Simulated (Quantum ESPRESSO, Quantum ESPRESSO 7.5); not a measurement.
# TaN(001), stepped through the number of layers

Wanted: a table for TaN(001) against the number of layers, and what can be fitted to it.

Calculated with Quantum ESPRESSO 7.5; plane-wave DFT, PBE, GBRV ultrasoft pseudopotentials.

## (1) The starting structure

The structure is cubic, space group Fm-3m (No. 225). Conventional cell: a = 4.420 Å, b = 4.420 Å, c = 4.420 Å, α = 90.00°, β = 90.00°, γ = 90.00°. Nearest to Ta lie 6 N at 2.21 Å. Nearest to N lie 6 Ta at 2.21 Å. Farther neighbours and most contacts between anions are not listed.

Set-up: Symmetric 1×1 slabs with 16 Å of vacuum in the starting cell; the two outer layers of each face relax in a periodic cell and the inner ones are held; a run under open boundaries (ESM, bc1) then gives the work function. Cold smearing of 0.02 Ry, one mesh for all thicknesses. The slabs take the lattice constants of the bulk relaxed by the same program.

Members 5, 6 and 7 took the same steps and show in the table alone.

## (2) Relaxing cell and ions of the reference

The bulk crystal is relaxed in cell and atoms; the members are built on its lattice constants.

Contents of ref.vc.in:

```
&control
  prefix = 'ref.vc'
  outdir = './out'
  pseudo_dir = './pseudo'
  nstep = 40
  forc_conv_thr = 0.0003
  calculation = 'vc-relax'
/
&system
  ibrav = 0
  nat = 4
  ntyp = 2
  ecutwfc = 50
  ecutrho = 250
  occupations = 'smearing'
  smearing = 'mv'
  degauss = 0.02
/
&electrons
  conv_thr = 1e-09
  mixing_beta = 0.4
  electron_maxstep = 120
/
&ions
/
&cell
  press_conv_thr = 0.3
/
ATOMIC_SPECIES
  Ta  180.9479  ta_pbe_v1.uspp.F.UPF
  N   14.0070  n_pbe_v1.2.uspp.F.UPF
CELL_PARAMETERS angstrom
  3.12541197284454 0.00000000000000 0.00000000000000
  0.00000000000000 3.12541197284454 0.00000000000000
  0.00000000000000 0.00000000000000 4.42000000000000
ATOMIC_POSITIONS crystal
  Ta  0.000000000000 0.000000000000 0.000000000000
  N   0.500000000000 0.500000000000 0.000000000000
  Ta  0.500000000000 0.500000000000 0.500000000000
  N   0.000000000000 0.000000000000 0.500000000000
K_POINTS automatic
  13 13 9 0 0 0
```

Command:

```console
$ OMP_NUM_THREADS=1 mpirun -n 4 pw.x -nk 4 -in ref.vc.in > ref.vc.out
```

Log:

```text
Program PWSCF v.7.5 starts
[citation notice left out]

     Parallel version (MPI & OpenMP), running on       4 processor cores
     Number of MPI processes:                 4
     Threads/MPI process:                     1

     MPI processes distributed on     1 nodes
[...]
Current dimensions of program PWSCF are:
     Max number of different atomic species (ntypx) = 10
     Max number of k-points (npk) =  40000
     Max angular momentum in pseudopotentials (lmaxx) =  4
     Found identity + ( -0.5000 -0.5000 -0.5000) symmetry
     This is a supercell, fractional translations are disabled
     Message from routine setup:
     using ibrav=0 with symmetry is DISCOURAGED, use correct ibrav instead

     K-points division:     npool     =       4
     Subspace diagonalization in iterative solution of the eigenvalue problem:
     a serial algorithm will be used

     G-vector sticks info
     --------------------
     sticks:   dense  smooth     PW     G-vecs:    dense   smooth      PW
     Sum         681     553    177                19451    13861    2405

     Using Slab Decomposition

     bravais-lattice index     =            0
     lattice parameter (alat)  =       5.9062  a.u.
     unit-cell volume          =     291.3623 (a.u.)^3
     number of atoms/cell      =            4
     number of atomic types    =            2
     number of electrons       =        36.00
     number of Kohn-Sham states=           22
     kinetic-energy cutoff     =      50.0000  Ry
     charge density cutoff     =     250.0000  Ry
     scf convergence threshold =      1.0E-09
     mixing beta               =       0.4000
     number of iterations used =            8  plain     mixing
     energy convergence thresh.=      1.0E-04
     force convergence thresh. =      3.0E-04
     press convergence thresh. =      3.0E-01
     Exchange-correlation= SLA  PW   PBE  PBE
                           (   1   4   3   4   0   0   0)
     nstep                     =           40

     celldm(1)=   5.906173  celldm(2)=   0.000000  celldm(3)=   0.000000
     celldm(4)=   0.000000  celldm(5)=   0.000000  celldm(6)=   0.000000

     crystal axes: (cart. coord. in units of alat)
               a(1) = (   1.000000   0.000000   0.000000 )
               a(2) = (   0.000000   1.000000   0.000000 )
               a(3) = (   0.000000   0.000000   1.414214 )

     reciprocal axes: (cart. coord. in units 2 pi/alat)
               b(1) = (  1.000000  0.000000  0.000000 )
               b(2) = (  0.000000  1.000000  0.000000 )
               b(3) = (  0.000000  0.000000  0.707107 )

     PseudoPot. # 1 for Ta read from file:
     ./pseudo/ta_pbe_v1.uspp.F.UPF
     Pseudo is Ultrasoft + core correction, Zval = 13.0
     Generated by new atomic code, or converted to UPF format
     Using radial grid of  921 points,  7 beta functions with:
                l(1) =   0
                l(2) =   0
                l(3) =   1
                l(4) =   1
                l(5) =   2
                l(6) =   2
                l(7) =   3
     Q(r) pseudized with  6 coefficients,  rinner =    1.300   1.300   1.300
                                                       1.300   1.300   1.300
                                                       1.300

     PseudoPot. # 2 for N  read from file:
     ./pseudo/n_pbe_v1.2.uspp.F.UPF
     Pseudo is Ultrasoft + core correction, Zval =  5.0
     Generated by new atomic code, or converted to UPF format
     Using radial grid of  729 points,  4 beta functions with:
                l(1) =   0
                l(2) =   0
                l(3) =   1
                l(4) =   1
     Q(r) pseudized with  8 coefficients,  rinner =    0.900   0.900   0.900

     atomic species   valence    mass     pseudopotential
     Ta               13.00   180.94790     Ta( 1.00)
     N                 5.00    14.00700     N ( 1.00)

     16 Sym. Ops., with inversion, found

   Cartesian axes

     site n.     atom                  positions (alat units)
         1        Ta     tau(   1) = (   0.0000000   0.0000000   0.0000000  )
         2        N      tau(   2) = (   0.5000000   0.5000000   0.0000000  )
         3        Ta     tau(   3) = (   0.5000000   0.5000000   0.7071068  )
         4        N      tau(   4) = (   0.0000000   0.0000000   0.7071068  )

     number of k points=   140  Marzari-Vanderbilt smearing, width (Ry)=  0.0200

     Number of k-points >= 100: set verbosity='high' to print them.

     Dense  grid:    19451 G-vectors     FFT dimensions: (  30,  30,  45)

     Smooth grid:    13861 G-vectors     FFT dimensions: (  27,  27,  40)

     Estimated max dynamical RAM per process >      71.91 MB

     Estimated total dynamical RAM >     273.39 MB

     Initial potential from superposition of free atoms

     starting charge      35.9978, renormalised to      36.0000

     negative rho (up, down):  1.847E-01 0.000E+00
     Starting wfcs are   34 randomized atomic wfcs

     total cpu time spent up to now is        1.9 secs

     per-process dynamical memory:    49.3 Mb

     Self-consistent Calculation

     iteration #  1     ecut=    50.00 Ry     beta= 0.40
     Davidson diagonalization with overlap
     ethr =  1.00E-02,  avg # of iterations =  2.0

     negative rho (up, down):  1.882E-01 0.000E+00

     total cpu time spent up to now is        4.0 secs

     total energy              =    -324.00701859 Ry
     estimated scf accuracy    <       0.98778231 Ry

     iteration #  2     ecut=    50.00 Ry     beta= 0.40
[...]
negative rho (up, down):  1.906E-01 0.000E+00

[...]
total energy              =    -324.28443122 Ry
     estimated scf accuracy    <       0.08699673 Ry

     iteration #  3     ecut=    50.00 Ry     beta= 0.40
[...]
negative rho (up, down):  1.953E-01 0.000E+00

[...]
total energy              =    -324.29246620 Ry
     estimated scf accuracy    <       0.00917921 Ry

     iteration #  4     ecut=    50.00 Ry     beta= 0.40
[...]
negative rho (up, down):  1.951E-01 0.000E+00

[...]
total energy              =    -324.29267625 Ry
     estimated scf accuracy    <       0.01674308 Ry

     iteration #  5     ecut=    50.00 Ry     beta= 0.40
[...]
negative rho (up, down):  1.952E-01 0.000E+00

[...]
total energy              =    -324.29610485 Ry
     estimated scf accuracy    <       0.00005916 Ry

     iteration #  6     ecut=    50.00 Ry     beta= 0.40
[...]
Energy error            =      2.4E-05 Ry
     Gradient error          =      0.0E+00 Ry/Bohr
     Cell gradient error     =      7.5E+00 kbar

     number of scf cycles    =   2
     number of bfgs steps    =   1

     enthalpy           old  =    -324.2961443883 Ry
     enthalpy           new  =    -324.2961685662 Ry

     CASE: enthalpy          _new < enthalpy          _old

     new trust radius        =       0.0025508410 bohr
     new conv_thr            =            1.0E-11 Ry

     new unit-cell volume =    290.48522 a.u.^3 (    43.04547 Ang^3 )
     density =     15.04132 g/cm^3

CELL_PARAMETERS (angstrom)
   3.120742736   0.000000000   0.000000000
   0.000000000   3.120742736   0.000000000
   0.000000000   0.000000000   4.419890393

ATOMIC_POSITIONS (crystal)
Ta               0.0000000000        0.0000000000        0.0000000000
N                0.5000000000        0.5000000000        0.0000000000
Ta               0.5000000000        0.5000000000        0.5000000000
N                0.0000000000        0.0000000000        0.5000000000

[...]
NEW-OLD atomic charge density approx. for the potential
     New effective cutoffs (rho, wfc):  250.25   50.15

     negative rho (up, down):  1.952E-01 0.000E+00

     total cpu time spent up to now is       47.9 secs

     per-process dynamical memory:    80.6 Mb

     Self-consistent Calculation

     iteration #  1     ecut=    50.00 Ry     beta= 0.40
     Davidson diagonalization with overlap
     ethr =  1.00E-06,  avg # of iterations =  2.0

     Threshold (ethr) on eigenvalues was too large:
     Diagonalizing with lowered threshold

     Davidson diagonalization with overlap
     ethr =  2.27E-09,  avg # of iterations =  2.5

     negative rho (up, down):  1.952E-01 0.000E+00

     total cpu time spent up to now is       52.8 secs

     total energy              =    -324.29618355 Ry
     estimated scf accuracy    <       0.00000068 Ry

[...]
iteration #  7     ecut=    50.00 Ry     beta= 0.40
[...]
negative rho (up, down):  1.953E-01 0.000E+00

[...]
End of self-consistent calculation

     Number of k-points >= 100: set verbosity='high' to print the bands.

     the Fermi energy is    21.4042 ev

!    total energy              =    -324.29618361 Ry
     estimated scf accuracy    <          3.3E-12 Ry
     smearing contrib. (-TS)   =       0.00037628 Ry
     internal energy E=F+TS    =    -324.29655989 Ry

     The total energy is F=E-TS. E is the sum of the following terms:
     one-electron contribution =     -11.06418861 Ry
     hartree contribution      =      29.48732544 Ry
     xc contribution           =     -95.57125040 Ry
     ewald contribution        =    -247.14844633 Ry

     convergence has been achieved in   7 iterations

     negative rho (up, down):  1.953E-01 0.000E+00

     Forces acting on atoms (cartesian axes, Ry/au):

     atom    1 type  1   force =     0.00000000    0.00000000    0.00000000
     atom    2 type  2   force =     0.00000000    0.00000000    0.00000000
     atom    3 type  1   force =     0.00000000    0.00000000    0.00000000
     atom    4 type  2   force =     0.00000000    0.00000000    0.00000000

     Total force =     0.000000     Total SCF correction =     0.000000

     Computing stress (Cartesian axis) and pressure

     negative rho (up, down):  1.953E-01 0.000E+00
          total   stress  (Ry/bohr**3)                   (kbar)     P=       -0.13
   0.00000004   0.00000000   0.00000000            0.01        0.00        0.00
   0.00000000   0.00000004   0.00000000            0.00        0.01        0.00
   0.00000000   0.00000000  -0.00000270            0.00        0.00       -0.40

     Energy error            =      1.5E-05 Ry
     Gradient error          =      0.0E+00 Ry/Bohr
     Cell gradient error     =      4.0E-01 kbar

     number of scf cycles    =   3
     number of bfgs steps    =   2

     enthalpy           old  =    -324.2961685662 Ry
     enthalpy           new  =    -324.2961836100 Ry

     CASE: enthalpy          _new < enthalpy          _old

     new trust radius        =       0.0002077942 bohr
     new conv_thr            =            1.0E-11 Ry

     new unit-cell volume =    290.47381 a.u.^3 (    43.04378 Ang^3 )
     density =     15.04191 g/cm^3

CELL_PARAMETERS (angstrom)
   3.120776583   0.000000000   0.000000000
   0.000000000   3.120776583   0.000000000
   0.000000000   0.000000000   4.419620959

ATOMIC_POSITIONS (crystal)
Ta               0.0000000000        0.0000000000        0.0000000000
N                0.5000000000        0.5000000000        0.0000000000
Ta               0.5000000000        0.5000000000        0.5000000000
N                0.0000000000        0.0000000000        0.5000000000

[...]
NEW-OLD atomic charge density approx. for the potential
     New effective cutoffs (rho, wfc):  250.25   50.15

     negative rho (up, down):  1.953E-01 0.000E+00

     total cpu time spent up to now is       67.3 secs

     per-process dynamical memory:    80.6 Mb

[...]
!    total energy              =    -324.29618363 Ry
[...]
Total force =     0.000000     Total SCF correction =     0.000000
[...]
Self-consistent Calculation

     iteration #  1     ecut=    50.00 Ry     beta= 0.40
     Davidson diagonalization with overlap
     c_bands:  1 eigenvalues not converged
     c_bands:  1 eigenvalues not converged
     c_bands:  1 eigenvalues not converged
     ethr =  1.00E-06,  avg # of iterations = 14.0

     negative rho (up, down):  1.880E-01 0.000E+00

     total cpu time spent up to now is       88.6 secs

     total energy              =    -324.01358467 Ry
     estimated scf accuracy    <       0.97936635 Ry

[...]
iteration # 15     ecut=    50.00 Ry     beta= 0.40
[...]
negative rho (up, down):  1.952E-01 0.000E+00

[...]
End of self-consistent calculation

     Number of k-points >= 100: set verbosity='high' to print the bands.

     the Fermi energy is    21.4051 ev

!    total energy              =    -324.29616400 Ry
     estimated scf accuracy    <          3.0E-12 Ry
     smearing contrib. (-TS)   =       0.00037603 Ry
     internal energy E=F+TS    =    -324.29654003 Ry

     The total energy is F=E-TS. E is the sum of the following terms:
     one-electron contribution =     -11.05970076 Ry
     hartree contribution      =      29.48628102 Ry
     xc contribution           =     -95.57142623 Ry
     ewald contribution        =    -247.15169406 Ry

     convergence has been achieved in  15 iterations

     negative rho (up, down):  1.952E-01 0.000E+00

     Forces acting on atoms (cartesian axes, Ry/au):

     atom    1 type  1   force =     0.00000000    0.00000000    0.00000000
     atom    2 type  2   force =     0.00000000    0.00000000    0.00000000
     atom    3 type  1   force =     0.00000000    0.00000000    0.00000000
     atom    4 type  2   force =     0.00000000    0.00000000    0.00000000

     Total force =     0.000000     Total SCF correction =     0.000000

     Computing stress (Cartesian axis) and pressure

     negative rho (up, down):  1.952E-01 0.000E+00
          total   stress  (Ry/bohr**3)                   (kbar)     P=       -0.06
  -0.00000064   0.00000000   0.00000000           -0.09        0.00        0.00
   0.00000000  -0.00000064   0.00000000            0.00       -0.09        0.00
   0.00000000   0.00000000   0.00000008            0.00        0.00        0.01

[...]
=------------------------------------------------------------------------------=
   JOB DONE.
=------------------------------------------------------------------------------=
```

Elapsed: 2.1 min, on 4 MPI ranks of Arm Neoverse V1, shared host; peak memory 0.43 GiB.

Step by step:

| step | energy less that of the first step (eV) | largest force (eV/Å) | volume (Å³) |
| --- | --- | --- | --- |
| 1 | 0.0000 | 0.0000 | 43.18 |
| 2 | -0.0003 | 0.0000 | 42.95 |
| 3 | -0.0005 | 0.0000 | 43.05 |
| 4 | -0.0005 | 0.0000 | 43.04 |
| 5 | -0.0003 | 0.0000 | 43.04 |

| cell as run | before | after | change |
| --- | --- | --- | --- |
| a (Å) | 3.125 | 3.121 | -0.1 % |
| b (Å) | 3.125 | 3.121 | -0.1 % |
| c (Å) | 4.420 | 4.420 | -0.0 % |
| volume (Å³/atom) | 10.79 | 10.76 | -0.3 % |

 The last row is no step: it is a fresh SCF in the final cell with a new plane-wave basis, +0 meV from the row before.

Numbers from this step:

```
free energy  : -4412.2741 eV
Fermi energy : 21.41 eV
```

(Part 1 of 7 ends here.)

[Logs are printed without paths, hosts, clocks, repeated set-up lines and the standing remarks that a program may print on its own settings, such as how far it seeks lower states.]

[Hosts, paths, dates, database ids (printed as entryN), source tags and the programs' standing remarks are cut or masked in the printed files.]

[Maps of the electrostatic potential energy from Ansatz leave out the sawtooth potential of an applied field or a dipole correction, so their vacuum need not be flat; planar profiles and work functions include it.]
